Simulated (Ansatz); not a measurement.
## MgF2: response to strain

The parent structure is MgF2 in the rutile structure (space group P4_2/mnm, No. 136; a = 4.622 Å, c = 3.046 Å). Axes: x, y, z lie along a, b, c of the conventional cell.

Strains are applied to the cell and any free atomic positions relax; under biaxial strain the out-of-plane vector relaxes too.

Computed with r2SCAN (Ansatz, an electronic-structure program, PAW, without spin-orbit coupling).

Candidates:
(a) tensor shear ε_yz = +0.47 %
(b) isotropic strain −3.51 %
(c) biaxial strain −0.51 %, plane normal [001], relaxed out of plane

Before the change:

| Item | Result |
|---|---|
| Band gap | 8.07 eV |

Question: Order them by band gap, lowest first.

Answer: (a) tensor shear ε_yz = +0.47 % (8.07 eV), (c) biaxial strain −0.51 %, plane normal [001], relaxed out of plane (8.11 eV), (b) isotropic strain −3.51 % (8.87 eV)

Gaps are Kohn–Sham eigenvalue differences; semilocal functionals usually give less than the measured gap. Stability against distortions was not tested.
